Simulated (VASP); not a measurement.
**VASP 6.6.1 run: RbBr**

INCAR

```
ENCUT = 520
ISMEAR = -1
LREAL = .FALSE.
NBANDS = 12
LCHARG = .FALSE.
IBRION = -1
NSW = 0
NELM = 120
SIGMA = 0.02
GGA = PE
PREC = Accurate
ISIF = 2
EDIFF = 1E-7
LWAVE = .FALSE.
LASPH = .TRUE.
```

KPOINTS

```
KPOINTS created by Atomic Simulation Environment
0
Gamma
6 6 6
0 0 0
```

POSCAR

```
Rb Br
 1.0000000000000000
     0.0000000000000000    3.8694968645999999    3.8694968645999999
     3.7921069272999999    0.0000000000000000    3.8694968645999999
     3.7921069272999999    3.8694968645999999    0.0000000000000000
 Rb  Br
   1   1
Cartesian
  0.0000000000000000  0.0000000000000000  0.0000000000000000
  1.8960534636499999  1.9347484322999995  1.9347484322999995
```

The recommended PBE PAW datasets give the neutral cell 16 valence electrons.

Command

```
mpirun -np 1 vasp_std
```

Q: Predict the outcome of this run.

A: It converged. Results: gap between bands v and c on the k mesh 4.10 eV; least direct gap on the k mesh 4.20 eV; pressure 0.4 GPa. Band v is the last that the valence electrons fill when counted band by band, and c is the next.

OSZICAR

```
N       E                     dE             d eps       ncg     rms          rms(c)
DAV:   1     0.998467079697E+02    0.99847E+02   -0.61445E+03   720   0.107E+03
DAV:   2     0.214713189640E+01   -0.97700E+02   -0.92127E+02  1056   0.187E+02
DAV:   3    -0.608074020141E+01   -0.82279E+01   -0.81942E+01   904   0.610E+01
DAV:   4    -0.631101265119E+01   -0.23027E+00   -0.23012E+00  1172   0.970E+00
DAV:   5    -0.631235500840E+01   -0.13424E-02   -0.13423E-02   908   0.805E-01    0.293E+00
DAV:   6    -0.594697824830E+01    0.36538E+00   -0.55623E-01   832   0.338E+00    0.196E+00
DAV:   7    -0.589642721520E+01    0.50551E-01   -0.27419E-01   880   0.244E+00    0.967E-01
DAV:   8    -0.591779113487E+01   -0.21364E-01   -0.23393E-02   972   0.100E+00    0.137E-01
DAV:   9    -0.592199940805E+01   -0.42083E-02   -0.43850E-03   852   0.366E-01    0.126E-01
DAV:  10    -0.592337170949E+01   -0.13723E-02   -0.84731E-04   768   0.237E-01    0.168E-02
DAV:  11    -0.592341664157E+01   -0.44932E-04   -0.10807E-04   884   0.673E-02    0.101E-02
DAV:  12    -0.592342575996E+01   -0.91184E-05   -0.23195E-05   800   0.408E-02    0.215E-03
DAV:  13    -0.592342598627E+01   -0.22631E-06   -0.42985E-07   960   0.572E-03    0.106E-03
DAV:  14    -0.592342609419E+01   -0.10792E-06   -0.13184E-07   728   0.334E-03    0.446E-04
DAV:  15    -0.592342610069E+01   -0.64963E-08   -0.13516E-08   584   0.107E-03
   1 F= -.59234261E+01 E0= -.59234261E+01  d E =-.202996E-11
```

Standard output (part)

```
POSCAR found type information on POSCAR RbBr
 POSCAR found :  2 types and       2 ions
 LDA part: xc-table for (Slater+PW92), standard interpolation
 POSCAR, INCAR and KPOINTS ok, starting setup
 WAVECAR not read
 entering main loop
```

For comparison, a separate PBE run of the intended cell, on usual settings and not on those above, gives a gap of 4.10 eV on its mesh and a pressure of 0.4 GPa.
